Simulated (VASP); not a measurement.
Output of a VASP run:

**OSZICAR**
```
       N       E                     dE             d eps       ncg     rms          rms(c)
DAV:   1    -0.158843612035E+03   -0.15884E+03   -0.29217E-06   264   0.135E-02    0.360E-04
DAV:   2    -0.158843612855E+03   -0.82039E-06   -0.17740E-07   236   0.392E-03    0.394E-04
DAV:   3    -0.158843613129E+03   -0.27339E-06   -0.38522E-08   208   0.186E-03    0.395E-04
DAV:   4    -0.158843613016E+03    0.11294E-06   -0.63462E-08   192   0.251E-03
   1 F= -.15884361E+03 E0= -.15884361E+03  d E =-.147018E-10
```

**OUTCAR**
```
------------------------ aborting loop because EDIFF is reached ----------------------------------------
  FORCE on cell =-STRESS in cart. coord.  units (eV):
  Direction    XX          YY          ZZ          XY          YZ          ZX
  --------------------------------------------------------------------------------------
  Total        0.3945075     -2.1329595     -0.2693464     -0.0000000      0.0000000      0.0000000
  in kB        0.8426046     -4.5556586     -0.5752806     -0.0000000      0.0000000      0.0000000
  external PRESSURE =      -1.4294449 kB  Pullay stress =       0.0000000 kB
  volume of cell :      750.14
      direct lattice vectors                 reciprocal lattice vectors
     4.612978023  0.000000000  0.000000000     0.216779702  0.000000000  0.000000000
     0.000000000  6.523736103  0.000000000     0.000000000  0.153286397  0.000000000
     0.000000000  0.000000000 24.926669873     0.000000000  0.000000000  0.040117673
 POSITION                                       TOTAL-FORCE (eV/Angst)
 -----------------------------------------------------------------------------------
      0.00000      3.26187      9.24463        -0.000000     -0.000000      0.022694
      0.00000      0.00000     12.46333        -0.000000      0.000000      0.000000
      0.00000      3.26187     15.68204         0.000000     -0.000000     -0.022694
      2.30649      0.00000      9.18495         0.000000      0.000000      0.009154
      2.30649      3.26187     12.46333        -0.000000      0.000000      0.000000
      2.30649      0.00000     15.74172        -0.000000      0.000000     -0.009154
 -----------------------------------------------------------------------------------
    total drift:                                0.000000      0.000000      0.000000
  FREE ENERGIE OF THE ION-ELECTRON SYSTEM (eV)
  ---------------------------------------------------
  free  energy   TOTEN  =      -158.8436130157 eV

  energy  without entropy=     -158.8436130157  energy(sigma->0) =     -158.84361302

 total charge

# of ion       s       p       d       tot
------------------------------------------
    1        1.859   4.717   0.021   6.597
    2        1.861   4.715   0.024   6.600
    3        1.859   4.717   0.021   6.597
    4        1.493   2.872   0.001   4.366
    5        1.494   2.881   0.002   4.377
    6        1.493   2.872   0.001   4.366
--------------------------------------------------
tot         10.058  22.773   0.071  32.902
```
(Selected blocks of OUTCAR.)

POSCAR:
```
CsI(110) slab
1
    4.6129780225     0.0000000000     0.0000000000
    0.0000000000     6.5237361025     0.0000000000
    0.0000000000     0.0000000000    24.9266698733
Cs I
3 3
Direct
  0.0000000000   0.5000000000   0.3708731334
  0.0000000000   1.0000000000   0.5000000000
  0.0000000000   0.5000000000   0.6291268666
  0.5000000000   0.0000000000   0.3684790065
  0.5000000000   0.5000000000   0.5000000000
  0.5000000000   0.0000000000   0.6315209935
```

Write an INCAR and KPOINTS that could have produced this output.

One answer among several that fit: the input of the run itself, r2SCAN meta-GGA, plane waves, VASP's PBE PAW potentials (set 64).

**KPOINTS**
```
Automatic mesh
0
gamma
5 3 1
0 0 0
```

**INCAR**
```
LMIXTAU = T
ENCUT = 400   # plane-wave cut-off (eV)
LVHAR = T
LMAXMIX = 4
LASPH = T   # aspherical one-centre terms
METAGGA = R2SCAN
EDIFF = 1E-6   # SCF stop (eV)
NELMIN = 4
LWAVE = F
PREC = Normal
LDIPOL = T
ISMEAR = 0
SYSTEM = CsI(110) slab
SIGMA = 0.05
LORBIT = 11
LCHARG = F
ALGO = Normal   # blocked Davidson
LREAL = F   # projection in real space or not
IDIPOL = 3
DIPOL = 0.5 0.5 0.5
NELM = 100   # most electronic steps
```

POTCAR, in this order: Cs_sv I (PBE.64 set). Program: vasp_std. Read from the step before: WAVECAR.

The cell is a thin slab with vacuum, built from CsI (CsCl type): (110) face.
